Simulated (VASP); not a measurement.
# Bi: single point with LDA

Crystal: Bi.

```
Bi
1.0
    -1.04844    2.09688    2.09688
     2.09688   -1.04844    2.09688
     2.09688    2.09688   -1.04844
Bi
1
Direct
  0.00000 0.00000 0.00000
```

This isn't the form of Bi at room conditions, which is rhombohedral.

```
Program             : VASP 6.6.1
Task                : single point
Functional          : LDA
Potentials or basis : VASP PAW LDA potentials, release 64 (Bi_d)
Cutoff              : 520 eV
k mesh              : 18 × 18 × 18
Occupations         : gaussian, width 0.15 eV
Spin                : no spin polarisation
```

```yaml
Pressure: 3.2 GPa
Band_gap_on_the_k_mesh: none (metal or under the smearing width)
```

Levels at points of the mesh, in eV from the Fermi level:
| k point | band 4 | band 5 | band 6 | band 7 | band 8 | band 9 | band 10 | band 11 | band 12 | band 13 |
| --- | --- | --- | --- | --- | --- | --- | --- | --- | --- | --- |
| (0.00, 0.00, 0.00) | -22.63 | -22.63 | -13.83 | 3.35 | 3.35 | 3.35 | 6.89 | 8.19 | 8.19 | 17.26 |
| (0.50, 0.00, 0.00) | -22.72 | -22.62 | -11.58 | -5.60 | 5.54 | 5.54 | 9.91 | 10.37 | 10.85 | 11.01 |
| (0.50, 0.50, 0.00) | -22.74 | -22.48 | -9.35 | -3.52 | -3.52 | 2.53 | 7.89 | 12.16 | 12.16 | 14.43 |
| (0.50, 0.50, 0.50) | -22.47 | -22.47 | -7.04 | -1.54 | -1.54 | -1.54 | 5.42 | 5.42 | 5.42 | 6.16 |

It took 44 s on 1 thread of AMD EPYC 9R45 96-Core Processor (Zen 5), with other jobs on the host, peak memory 0.16 GiB.

Caveat: spin-orbit coupling is left out, which moves the levels of the heavy elements.
